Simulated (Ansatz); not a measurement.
Here is the system:

```
CELL_PARAMETERS angstrom
      4.33465     0.00000     0.00000
      0.00000     4.33465     0.00000
      2.16733    -2.16733     2.99683
ATOMIC_POSITIONS crystal
  Te 0.25000 0.25000 0.50000
  Zn 0.00000 0.00000 0.00000
```

No spin polarisation.

Level of theory: PBEsol/PAW in Ansatz (a quantum-chemistry and plane-wave program), no SOC, earlier PAW set. Γ-centred 9×9×9 mesh, Fermi–Dirac width 0.05 eV.

Q: Estimate the band gap.

A: 1.13 eV.

Q: What is the computed gap character?

A: Direct at Γ.

Q: Estimate the valence-band top at Γ (three highest levels, from the VBM).

A: 0.00, -0.08, -0.08 eV.

Q: Predict the mean in-plane stress (compression positive).

A: -0.7 GPa.

With Te present, leaving out spin-orbit coupling can change the band edges. The cells carry an imposed strain or load. Whether these cells are dynamically stable was not tested. The cell was made from ZnTe in the zinc blende structure (space group F-43m, No. 216) by this change: biaxial strain +1.06 %, plane normal [001], relaxed out of plane.
